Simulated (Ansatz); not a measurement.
Consider the ligand exchange at the Al–O bond: `CC(C)(C)[O][AlH2]` + `SBS` → `[AlH2][S]BS` + `CC(C)(C)O`.

Program: Ansatz. Geometries: PBE0-D4/def2-TZVP. ΔE: electronic, gas phase. CCSD(T)/CBS adds triple-zeta CCSD(T) − MP2 to the extrapolated MP2 energy (def2 sets, frozen cores). Functionals use def2-TZVPP. One conformer a species, not always the lowest.

```csv
level,ΔE (kJ/mol)
PBE0-D4,25.8
PBE-QIDH,28.3
revPBE,24.7
BLYP,39.8
r2SCANh,32.4
BHLYP,39.7
CCSD/def2-TZVPP,37.4
SCS-MP2/def2-QZVPP,36.9
```

Task: What does CCSD(T)/CBS give? (An estimate is asked.)

Result: Computed: +31.9 kJ/mol. The listed levels differ from it by -6.1, -3.6, -7.2, 7.9, 0.5, 7.8, 5.5, 5.0 kJ/mol.

Largest T1 diagnostic among the species: 0.014.

Leaving LDA and LC-ωPBE aside and taking each functional with its dispersion term where it has one, the values, not all of them listed here, spread over 19.4 kJ/mol, from HSE06-D4 to CAM-B3LYP-D4. In def2-TZVPP, CCSD(T) changes the Hartree–Fock value by −5.9 kJ/mol (the triples alone add −2.1 kJ/mol) and MP2 by −7.0 kJ/mol.

CCSD(T)/CBS has its own doubt, a few kJ/mol and more with outer-core shells, so smaller differences from it don't rank the levels.
